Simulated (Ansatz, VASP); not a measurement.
**Two plane-wave programs on Be**

```
Be
1.0
    -1.25074    1.25074    1.25074
     1.25074   -1.25074    1.25074
     1.25074    1.25074   -1.25074
Be
1
Direct
  0.00000 0.00000 0.00000
```

Alike in both runs: task single point; functional PBE; k mesh 17 × 17 × 17; occupations fermi-dirac, width 0.1 eV; non-collinear spin, spin-orbit coupling.

|  | VASP | Ansatz |
| --- | --- | --- |
| version | VASP 6.6.1 | Ansatz 0.2.0 |
| potentials or method | VASP PAW PBE potentials, release 64 (Be) | plane waves (420 eV) with PAW, fully relativistic with spin-orbit coupling |
| plane-wave cutoff (eV) | 520 | 420 |
| valence electrons in the cell | 2 | 2 |

```tsv
	VASP	Ansatz	Ansatz less VASP
net moment per atom (μB)	0.00	0.00	0.000
```
